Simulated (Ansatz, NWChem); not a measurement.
## A small benchmark: dipole moment

6 molecules of light elements (H to F); the dipole moment in D, computed less measured. Shapes, held fixed at every level: PBE0-D4/def2-TZVP. No vibrational averaging. Dipoles are compared by magnitude; molecules under 1 D, whose direction can flip, are left out. Programs: Ansatz 0.2.0, NWChem 7.3.0. Measured values: NIST CCCBDB.

Levels: A = r2SCAN-D4/def2-TZVPP; B = PBE0/def2-SVP; C = B3LYP-D4/def2-TZVPP.

| molecule | measured | A | B | C |
| --- | --- | --- | --- | --- |
| HCN (hydrogen cyanide) | 2.98 | +0.04 | -0.09 | +0.05 |
| H2O (water) | 1.85 | +0.08 | +0.15 | +0.09 |
| C2H3F3 (1,1,1-trifluoroethane) | 2.32 | -0.09 | -0.11 | -0.03 |
| C3H6O (propylene oxide) | 2.01 | -0.16 | -0.04 | -0.09 |
| C3H6O (acetone) | 2.88 | +0.09 | -0.01 | +0.11 |
| C4H5N (pyrrole) | 1.84 | +0.10 | +0.19 | +0.07 |

(1) Which level does best on this set, which worst, and which err to one side?

Answers

(1) 
| level | kind | mean error | mean absolute error | worst case |
| --- | --- | --- | --- | --- |
| r2SCAN-D4/def2-TZVPP | meta-GGA | +0.010 | 0.093 | C3H6O (propylene oxide) |
| PBE0/def2-SVP | global hybrid | +0.015 | 0.098 | C4H5N |
| B3LYP-D4/def2-TZVPP | global hybrid | +0.033 | 0.073 | C3H6O (acetone) |

On this set B3LYP-D4/def2-TZVPP has the smallest mean absolute error and PBE0/def2-SVP the largest. Without C4H5N the largest would be that of r2SCAN-D4/def2-TZVPP. r2SCAN-D4/def2-TZVPP is too high in 4 of 6; PBE0/def2-SVP is too low in 4 of 6; B3LYP-D4/def2-TZVPP is too high in 4 of 6. The levels differ in basis as well as in method. The tabulated value of C4H5N is in doubt (older tables, estimates, or at odds with other calculations) and kept here. Over the 5 molecules whose values aren't doubted the mean absolute errors are A 0.092; B 0.080; C 0.074. The smallest two are near a tie. The largest two are near a tie. The set is small.

The near-zero mean errors reflect cancellation between molecules rather than uniformly accurate charge distributions: r2SCAN averages +0.010 D, yet misses propylene oxide by -0.16 D. The two triple-zeta levels err in the same direction for every molecule, which suggests that much of their error is shared and not specific to either functional. PBE0/def2-SVP breaks this pattern for HCN and acetone, where its dipoles fall below experiment, while its water dipole is the most overestimated of the three.

A dipole moment weights charge by distance, so it is sensitive to the outer lone-pair density as well as to bond polarity. The compact double-zeta basis may describe these two contributions unevenly, though the change of functional could also play a part. Polarity alone does not set the error, since the strongly polar HCN and acetone are reproduced at least as closely as water by PBE0/def2-SVP. The results therefore support no uniform scaling correction, and a good dipole magnitude does not by itself establish an accurate density throughout the molecule.
